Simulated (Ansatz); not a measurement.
## GaSb: stationary points along a deformation path

Method: DFT PBEsol, scalar-relativistic, plane waves, PAW in Ansatz. Settings: plane waves to 420 eV, k-mesh 16×16×16 (Γ-centred), Gaussian smearing 0.15 eV. Spin–orbit coupling is left out, which matters for the heavy elements here. No spin polarisation. Energies are free energies at this smearing, counted from the undisturbed cell; pressure is positive in compression.

Reference structure (as given, not relaxed at this level; it stands at -0.2 GPa):

```
Ga Sb
1.0
     0.00000    3.05900    3.05900
     3.05900    0.00000    3.05900
     3.05900    3.05900    0.00000
Ga Sb
1 1
Direct
  0.00000 0.00000 0.00000
  0.75000 0.75000 0.75000
```

At fixed volume and fractional coordinates, lengths along (0.000, 0.000, 1.000) are scaled against those across it; ρ is that ratio over its starting value. V = 28.625 Å³/atom. Δσ is the stress along the axis less the mean stress across it (compression positive).

| ρ | ΔE (meV/atom) | Δσ (GPa) | space group |
| --- | --- | --- | --- |
| 0.650 | 218.1 | 4.99 | I-4m2 |
| 0.707 | 167.2 | 5.19 | I-4m2 |
| 0.780 | 106.0 | 5.26 | I-4m2 |
| 0.850 | 54.1 | 4.73 | I-4m2 |
| 0.920 | 16.3 | 3.07 | I-4m2 |
| 0.960 | 4.1 | 1.66 | I-4m2 |
| 1.000 | 0.0 | 0.00 | F-43m |
| 1.050 | 6.6 | -2.34 | I-4m2 |
| 1.100 | 26.5 | -4.88 | I-4m2 |
| 1.200 | 102.9 | -9.81 | I-4m2 |
| 1.300 | 212.5 | -12.75 | I-4m2 |
| 1.414 | 337.1 | -11.19 | I-4m2 |
| 1.500 | 404.6 | -7.63 | I-4m2 |

Problem. How does the stress give the slope of the energy, and where is the energy stationary?

Solution. Along the path d ln(length) is 2/3 d ln ρ on the axis and −1/3 d ln ρ across it, so dE/d ln ρ = −(2/3) V Δσ: the energy falls with ρ where Δσ is positive. Δσ vanishes or changes sign at ρ = 1.000 (F-43m), a minimum at 0.0 meV/atom. Pairs of stationary points between two samples would go unseen, and could change a minimum read from distant neighbours into a maximum. At ρ = 1.000 the cell is cubic, where symmetry alone makes the stress isotropic and the slope zero.

Problem. Which shear constant sets the curvature at ρ = 1?

Solution. For a cubic crystal E/V = (2/3) C (ln ρ)² with C = C′ = (C11 − C12)/2, so Δσ = −2C ln ρ. The parabola of Δσ against ln ρ through ρ = 0.960, 1 and 1.050 gives C ≈ 22 GPa with the ions clamped, rough because the steps are large.

Problem. Integrate that slope from ρ = 1 to 1.200 by the trapezoid rule.

Solution. With V/N in Å³ and 1 eV/Å³ = 160.2 GPa the slopes at ρ = 1.000, 1.050, 1.100, 1.200 are 0, 279, 581, 1169 meV/atom per unit of ln ρ. The steps add 6.8 + 20.0 + 76.1 = 102.9 meV/atom, against 102.9 from the energies; the trapezoid rule misses the curvature of the slope within each step.

The gap closes along the scan, which can put kinks into the curve.